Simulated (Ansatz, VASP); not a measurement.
# Cross-check of AlN (AlN (P6_3mc)) between VASP and Ansatz, part 2 of 3

One calculation is typed for both programs; each brings its own data sets. How far apart do they land? Of the first pair: The cell is taken from a series of runs on this material, whose earlier steps may have relaxed, scaled, displaced or heated it; both programs get it as it stands.

VASP 6.6.1 and Ansatz 0.2.0.

So far. Step 2 (VASP: single point, r2SCAN, pair 1): The run ends at a pressure of -8.93 GPa, with forces up to 0.014 eV/Å.

## (5) Ansatz: single point, r2SCAN, pair 2

Level of this step: Ansatz beside VASP: Kohn-Sham DFT, plane waves, r2SCAN (Ansatz).

With cell and atoms fixed, the geometry can't cause a difference; cores, projectors, grids and the points listed under the comparison can. This pair takes another cell of the material, with 72 atoms against 4 for the pair before.

The cell is taken from a series of runs on this material, whose earlier steps may have relaxed, scaled, displaced or heated it; both programs get it as it stands.

input.yaml reads:

```yaml
crystal:
  lattice:
    - [9.459359019, 8.73e-08, 0.0]
    - [-4.7296795851, 8.1920451703, 0.0]
    - [0.0, 0.0, 10.1058248848]
  atoms:
    - { symbol: Al, position: [0.2222222222, 0.1111111111, 0.2496016674] }
    - { symbol: Al, position: [0.1111111111, 0.2222222222, 0.4996016674] }
    - { symbol: "N", position: [0.2222222222, 0.1111111111, 0.4403983326] }
    - { symbol: "N", position: [0.1111111111, 0.2222222222, 0.1903983326] }
    - { symbol: Al, position: [0.2222222222, 0.1111111111, 0.7496016674] }
    - { symbol: Al, position: [0.1111111111, 0.2222222222, 0.9996016674] }
    - { symbol: "N", position: [0.2222222222, 0.1111111111, 0.9403983326] }
    - { symbol: "N", position: [0.1111111111, 0.2222222222, 0.6903983326] }
    - { symbol: Al, position: [0.2222222222, 0.4444444444, 0.2496016674] }
    - { symbol: Al, position: [0.1111111111, 0.5555555556, 0.4996016674] }
    - { symbol: "N", position: [0.2222222222, 0.4444444444, 0.4403983326] }
    - { symbol: "N", position: [0.1111111111, 0.5555555556, 0.1903983326] }
    - { symbol: Al, position: [0.2222222222, 0.4444444444, 0.7496016674] }
    - { symbol: Al, position: [0.1111111111, 0.5555555556, 0.9996016674] }
    - { symbol: "N", position: [0.2222222222, 0.4444444444, 0.9403983326] }
    - { symbol: "N", position: [0.1111111111, 0.5555555556, 0.6903983326] }
    - { symbol: Al, position: [0.2222222222, 0.7777777778, 0.2496016674] }
    - { symbol: Al, position: [0.1111111111, 0.8888888889, 0.4996016674] }
    - { symbol: "N", position: [0.2222222222, 0.7777777778, 0.4403983326] }
    - { symbol: "N", position: [0.1111111111, 0.8888888889, 0.1903983326] }
    - { symbol: Al, position: [0.2222222222, 0.7777777778, 0.7496016674] }
    - { symbol: Al, position: [0.1111111111, 0.8888888889, 0.9996016674] }
    - { symbol: "N", position: [0.2222222222, 0.7777777778, 0.9403983326] }
    - { symbol: "N", position: [0.1111111111, 0.8888888889, 0.6903983326] }
    - { symbol: Al, position: [0.5555555556, 0.1111111111, 0.2496016674] }
    - { symbol: Al, position: [0.4444444444, 0.2222222222, 0.4996016674] }
    - { symbol: "N", position: [0.5555555556, 0.1111111111, 0.4403983326] }
    - { symbol: "N", position: [0.4444444444, 0.2222222222, 0.1903983326] }
    - { symbol: Al, position: [0.5555555556, 0.1111111111, 0.7496016674] }
    - { symbol: Al, position: [0.4444444444, 0.2222222222, 0.9996016674] }
    - { symbol: "N", position: [0.5555555556, 0.1111111111, 0.9403983326] }
    - { symbol: "N", position: [0.4444444444, 0.2222222222, 0.6903983326] }
    - { symbol: Al, position: [0.5555555556, 0.4444444444, 0.2496016674] }
    - { symbol: Al, position: [0.4444444444, 0.5555555556, 0.4996016674] }
    - { symbol: "N", position: [0.5555555556, 0.4444444444, 0.4403983326] }
    - { symbol: "N", position: [0.4444444444, 0.5555555556, 0.1903983326] }
    - { symbol: Al, position: [0.5555555556, 0.4444444444, 0.7496016674] }
    - { symbol: Al, position: [0.4444444444, 0.5555555556, 0.9996016674] }
    - { symbol: "N", position: [0.5555555556, 0.4444444444, 0.9403983326] }
    - { symbol: "N", position: [0.4444444444, 0.5555555556, 0.6903983326] }
    - { symbol: Al, position: [0.5555555556, 0.7777777778, 0.2496016674] }
    - { symbol: Al, position: [0.4444444444, 0.8888888889, 0.4996016674] }
    - { symbol: "N", position: [0.5555555556, 0.7777777778, 0.4403983326] }
    - { symbol: "N", position: [0.4444444444, 0.8888888889, 0.1903983326] }
    - { symbol: Al, position: [0.5555555556, 0.7777777778, 0.7496016674] }
    - { symbol: Al, position: [0.4444444444, 0.8888888889, 0.9996016674] }
    - { symbol: "N", position: [0.5555555556, 0.7777777778, 0.9403983326] }
    - { symbol: "N", position: [0.4444444444, 0.8888888889, 0.6903983326] }
    - { symbol: Al, position: [0.8888888889, 0.1111111111, 0.2496016674] }
    - { symbol: Al, position: [0.7777777778, 0.2222222222, 0.4996016674] }
    - { symbol: "N", position: [0.8888888889, 0.1111111111, 0.4403983326] }
    - { symbol: "N", position: [0.7777777778, 0.2222222222, 0.1903983326] }
    - { symbol: Al, position: [0.8888888889, 0.1111111111, 0.7496016674] }
    - { symbol: Al, position: [0.7777777778, 0.2222222222, 0.9996016674] }
    - { symbol: "N", position: [0.8888888889, 0.1111111111, 0.9403983326] }
    - { symbol: "N", position: [0.7777777778, 0.2222222222, 0.6903983326] }
    - { symbol: Al, position: [0.8888888889, 0.4444444444, 0.2496016674] }
    - { symbol: Al, position: [0.7777777778, 0.5555555556, 0.4996016674] }
    - { symbol: "N", position: [0.8888888889, 0.4444444444, 0.4403983326] }
    - { symbol: "N", position: [0.7777777778, 0.5555555556, 0.1903983326] }
    - { symbol: Al, position: [0.8888888889, 0.4444444444, 0.7496016674] }
    - { symbol: Al, position: [0.7777777778, 0.5555555556, 0.9996016674] }
    - { symbol: "N", position: [0.8888888889, 0.4444444444, 0.9403983326] }
    - { symbol: "N", position: [0.7777777778, 0.5555555556, 0.6903983326] }
    - { symbol: Al, position: [0.8888888889, 0.7777777778, 0.2496016674] }
    - { symbol: Al, position: [0.7777777778, 0.8888888889, 0.4996016674] }
    - { symbol: "N", position: [0.8888888889, 0.7777777778, 0.4403983326] }
    - { symbol: "N", position: [0.7777777778, 0.8888888889, 0.1903983326] }
    - { symbol: Al, position: [0.8888888889, 0.7777777778, 0.7496016674] }
    - { symbol: Al, position: [0.7777777778, 0.8888888889, 0.9996016674] }
    - { symbol: "N", position: [0.8888888889, 0.7777777778, 0.9403983326] }
    - { symbol: "N", position: [0.7777777778, 0.8888888889, 0.6903983326] }
basis:
  ecutwfc: 500
  xc_grid: 2
hamiltonian:
  xc: r2scan
  pseudopotentials: { kind: paw, azcp: { folder: soft_1 } }
kpoints:
  mp_grid: { grid: [1, 1, 1], shift: [0.25, 0.25, 0.25] }
scf:
  occupations: { method: fermi_dirac, width: 0.01 }
  max_iter: 80
```

On the command line:

```
$ ansatz run input.yaml --threads 4 --pin off --max-ram 7536MiB --backend cpu --events-out ev --progress --plain --runs-dir out
```

Numbers of over 12 decimals in the logs are rounded to 6 here.

The log of the run:

```text
[...]
Crystal: 72 atoms, lattice volume = 783.115 Å³
Basis set: ecut = 500 eV, 19945 PW (Γ), exchange–correlation on 144×144×150 points (8 copies of the dense FFT grid, shifted against one another)
Bands: 216, of which v1, the nominal top of the filled ones, is band 144 counted from 1 (143 counted from 0)
Symmetry: 36 space group operations
k-points: 1
[...]
SCF iter   8: F=-33425.539323 eV  HF=-33425.539323 eV  |F-HF|=2.98e-10  |Δ(HF+E_count)|=   2.70e-8  Δρ=2.98e-7  dr2=5.90e-10  dr2_τ=2.14e-11  ethr=5.80e-11  ⟨swp⟩=1.0  Hψ=428  notcnv=0
SCF 1 converged in 8 iterations: F = -33425.539323 eV  dr2 = 5.90e-10
[...]
SCF converged after 8 iterations
Free energy (F): -33425.539323 eV
[...]
Internal energy: -33425.539323 eV  (E = F + TS)
E sigma→0 (E₀):  -33425.539323 eV
Fermi energy:    9.192278 eV
[...]
```

## (6) VASP: single point, r2SCAN, pair 2

The same cell, functional, mesh and smearing now go to VASP, with its own data sets.

INCAR reads:

```
SYSTEM = AlN
PREC = Accurate
ENCUT = 580
EDIFF = 1E-06
NELM = 120
ISMEAR = -1
SIGMA = 0.01
LREAL = Auto
ALGO = Normal
METAGGA = R2SCAN
LASPH = .TRUE.
NBANDS = 200
LORBIT = 11
LWAVE = .FALSE.
LCHARG = .FALSE.
ISIF = 2
ISYM = 2
GGA_COMPAT = .FALSE.
EFERMI = MIDGAP
LMIXTAU = .TRUE.
NCORE = 2
```

POSCAR reads:

```
AlN
1.0
    9.4593590190      0.0000000873      0.0000000000
   -4.7296795851      8.1920451703      0.0000000000
    0.0000000000      0.0000000000     10.1058248848
Al N
36 36
Direct
    0.2222222223      0.1111111111      0.2496016674
    0.1111111111      0.2222222223      0.4996016674
    0.2222222223      0.1111111111      0.7496016674
    0.1111111111      0.2222222223      0.9996016674
    0.2222222223      0.4444444445      0.2496016674
    0.1111111111      0.5555555556      0.4996016674
    0.2222222223      0.4444444445      0.7496016674
    0.1111111111      0.5555555556      0.9996016674
    0.2222222223      0.7777777778      0.2496016674
    0.1111111111      0.8888888889      0.4996016674
    0.2222222223      0.7777777778      0.7496016674
    0.1111111111      0.8888888889      0.9996016674
    0.5555555556      0.1111111111      0.2496016674
    0.4444444445      0.2222222223      0.4996016674
    0.5555555556      0.1111111111      0.7496016674
    0.4444444445      0.2222222223      0.9996016674
    0.5555555556      0.4444444445      0.2496016674
    0.4444444445      0.5555555556      0.4996016674
    0.5555555556      0.4444444445      0.7496016674
    0.4444444445      0.5555555556      0.9996016674
    0.5555555556      0.7777777778      0.2496016674
    0.4444444445      0.8888888889      0.4996016674
    0.5555555556      0.7777777778      0.7496016674
    0.4444444445      0.8888888889      0.9996016674
    0.8888888889      0.1111111111      0.2496016674
    0.7777777778      0.2222222223      0.4996016674
    0.8888888889      0.1111111111      0.7496016674
    0.7777777778      0.2222222223      0.9996016674
    0.8888888889      0.4444444445      0.2496016674
    0.7777777778      0.5555555556      0.4996016674
    0.8888888889      0.4444444445      0.7496016674
    0.7777777778      0.5555555556      0.9996016674
    0.8888888889      0.7777777778      0.2496016674
    0.7777777778      0.8888888889      0.4996016674
    0.8888888889      0.7777777778      0.7496016674
    0.7777777778      0.8888888889      0.9996016674
    0.2222222223      0.1111111111      0.4403983326
    0.1111111111      0.2222222223      0.1903983326
    0.2222222223      0.1111111111      0.9403983326
    0.1111111111      0.2222222223      0.6903983326
    0.2222222223      0.4444444445      0.4403983326
    0.1111111111      0.5555555556      0.1903983326
    0.2222222223      0.4444444445      0.9403983326
    0.1111111111      0.5555555556      0.6903983326
    0.2222222223      0.7777777778      0.4403983326
    0.1111111111      0.8888888889      0.1903983326
    0.2222222223      0.7777777778      0.9403983326
    0.1111111111      0.8888888889      0.6903983326
    0.5555555556      0.1111111111      0.4403983326
    0.4444444445      0.2222222223      0.1903983326
    0.5555555556      0.1111111111      0.9403983326
    0.4444444445      0.2222222223      0.6903983326
    0.5555555556      0.4444444445      0.4403983326
    0.4444444445      0.5555555556      0.1903983326
    0.5555555556      0.4444444445      0.9403983326
    0.4444444445      0.5555555556      0.6903983326
    0.5555555556      0.7777777778      0.4403983326
    0.4444444445      0.8888888889      0.1903983326
    0.5555555556      0.7777777778      0.9403983326
    0.4444444445      0.8888888889      0.6903983326
    0.8888888889      0.1111111111      0.4403983326
    0.7777777778      0.2222222223      0.1903983326
    0.8888888889      0.1111111111      0.9403983326
    0.7777777778      0.2222222223      0.6903983326
    0.8888888889      0.4444444445      0.4403983326
    0.7777777778      0.5555555556      0.1903983326
    0.8888888889      0.4444444445      0.9403983326
    0.7777777778      0.5555555556      0.6903983326
    0.8888888889      0.7777777778      0.4403983326
    0.7777777778      0.8888888889      0.1903983326
    0.8888888889      0.7777777778      0.9403983326
    0.7777777778      0.8888888889      0.6903983326
```

KPOINTS reads:

```
Points of the shifted mesh
1
Reciprocal
 0.2500000000  0.2500000000  0.2500000000 1
```

The projector-augmented-wave data sets are Al and N (PBE family, release 64).

On the command line:

```
$ mpirun -np 8 vasp_std
```

The log of the run:

```text
[banner, memory and clock lines left out]
running    8 mpi-ranks, on    1 nodes
[...]
[... a notice as in an earlier step ...]

 LDA part: xc-table for (None), standard interpolation
 POSCAR, INCAR and KPOINTS ok, starting setup
[...]
entering main loop
       N       E                     dE             d eps       ncg     rms          rms(c)
DAV:   1     0.113875879583E+04    0.11388E+04   -0.14582E+05   400   0.147E+03
DAV:   2    -0.695093803564E+03   -0.18339E+04   -0.17433E+04   504   0.294E+02
DAV:   3    -0.843620108730E+03   -0.14853E+03   -0.14733E+03   496   0.893E+01
DAV:   4    -0.845998045842E+03   -0.23779E+01   -0.23704E+01   488   0.120E+01
[...]
DAV:  23    -0.692204717419E+03   -0.39595E-05   -0.68474E-06   432   0.838E-03    0.822E-03
DAV:  24    -0.692204716305E+03    0.11135E-05   -0.46859E-06   432   0.621E-03    0.248E-03
DAV:  25    -0.692204717085E+03   -0.77965E-06   -0.71029E-07   288   0.322E-03
   1 F= -.69220472E+03 E0= -.69220472E+03  d E =0.000000E+00
```

From OUTCAR (step 6):

```text
 POSITION                                       TOTAL-FORCE (eV/Angst)
 -----------------------------------------------------------------------------------
      1.57656      0.91023      2.52243        -0.000000      0.000000      0.034483
     -0.00000      1.82045      5.04889         0.000000      0.000000      0.034483
      1.57656      0.91023      7.57534        -0.000000     -0.000000      0.034483
     -0.00000      1.82045     10.10180         0.000000      0.000000      0.034483
     -0.00000      3.64091      2.52243        -0.000000      0.000000      0.034483
     -1.57656      4.55114      5.04889         0.000000      0.000000      0.034483
     -0.00000      3.64091      7.57534        -0.000000      0.000000      0.034483
     -1.57656      4.55114     10.10180         0.000000      0.000000      0.034483
     -1.57656      6.37159      2.52243        -0.000000      0.000000      0.034483
     -3.15312      7.28182      5.04889         0.000000     -0.000000      0.034483
     -1.57656      6.37159      7.57534        -0.000000      0.000000      0.034483
     -3.15312      7.28182     10.10180         0.000000     -0.000000      0.034483
      4.72968      0.91023      2.52243        -0.000000      0.000000      0.034483
      3.15312      1.82045      5.04889         0.000000     -0.000000      0.034483
[...]
-----------------------------------------------------------------------------------
    total drift:                               -0.000006     -0.000005     -0.446085

  FREE ENERGIE OF THE ION-ELECTRON SYSTEM (eV)
  ---------------------------------------------------
  free  energy   TOTEN  =      -692.2047170850 eV

  energy  without entropy=     -692.2047170850  energy(sigma->0) =     -692.20471709
```

The run ends at a pressure of -8.98 GPa, with forces up to 0.034 eV/Å.

## (7) Comparison

What differs besides the data sets and the points named for the pairs above, as far as they apply: the cutoff is 500 eV in Ansatz and 580 eV in VASP (PREC = Accurate, projectors in real space). Total energies have different zeros and are not compared.

Compared:

```tsv
quantity	Ansatz	VASP	difference
gap on the k mesh (eV)	5.944	5.978	-0.034
```

A gap on the mesh is an upper bound, since the band edges may lie between its points.

## (8) Ansatz: relaxation, r2SCAN

The two programs are compared at the cell with which this relaxation starts, whose forces are those of its first step.

The structure compared here is the start of the Ansatz relaxation; VASP solves that cell, so the two are compared at the walk's first step.

input.yaml: that of step 5 with these lines changed.

```diff
@@ -89 +89,12 @@
   max_iter: 80
+output:
+  forces: true
+relax:
+  f_tol: 0.01
+  max_steps: 120
+  random_displacement: { amplitude: 0.08, seed: 6067 }
+checkpoint:
+  write: "../pristine.rattled.run"
+  compress: false
+  write_wavefunctions: false
+  write_every: 100000
```

On the command line:

```
$ ansatz run input.yaml --threads 4 --pin off --max-ram 7536MiB --backend cpu --events-out ev --progress --plain --runs-dir out
```

The log of the run:

```text
[...]
Crystal: 72 atoms, lattice volume = 783.115 Å³
Basis set: ecut = 500 eV, 19945 PW (Γ), exchange–correlation on 144×144×150 points (8 copies of the dense FFT grid, shifted against one another)
Bands: 216, of which v1, the nominal top of the filled ones, is band 144 counted from 1 (143 counted from 0)
Symmetry: 1 space group operations
k-points: 1
[...]
SCF iter   1: F=—  HF=-33456.471102 eV  |F-HF|=—  |Δ(HF+E_count)|=         —  Δρ=1.29e-1  dr2=1.65e2  dr2_τ=1.83e1  ethr=3.10e-3  ⟨swp⟩=6.0  Hψ=836  notcnv=0  defer=48
[...]
- { symbol: Al, position: [0.110840, 0.554655, 1.000730] }
    - { symbol: N, position: [0.221779, 0.443711, 0.941235] }
    - { symbol: N, position: [0.111019, 0.554477, 0.691229] }
[...]
- { symbol: Al, position: [0.888631, 0.776865, 0.250759] }
    - { symbol: Al, position: [0.777501, 0.887989, 0.500723] }
    - { symbol: N, position: [0.888454, 0.777044, 0.441247] }
    - { symbol: N, position: [0.777684, 0.887803, 0.191229] }
    - { symbol: Al, position: [0.888636, 0.776879, 0.750760] }
    - { symbol: Al, position: [0.777511, 0.887987, 1.000726] }
    - { symbol: N, position: [0.888449, 0.777050, 0.941241] }
    - { symbol: N, position: [0.777683, 0.887808, 0.691237] }
```

(Part 2 of 3 ends here.)

[Lines on the potential files, build, host, timing and source positions are cut from VASP's logs without a mark.]

[Logs are printed without paths, hosts, clocks, repeated set-up lines and the standing remarks that a program may print on its own settings, such as how far it seeks lower states.]

[Hosts, paths, dates, database ids (printed as entryN), source tags and the programs' standing remarks are cut or masked in the printed files.]
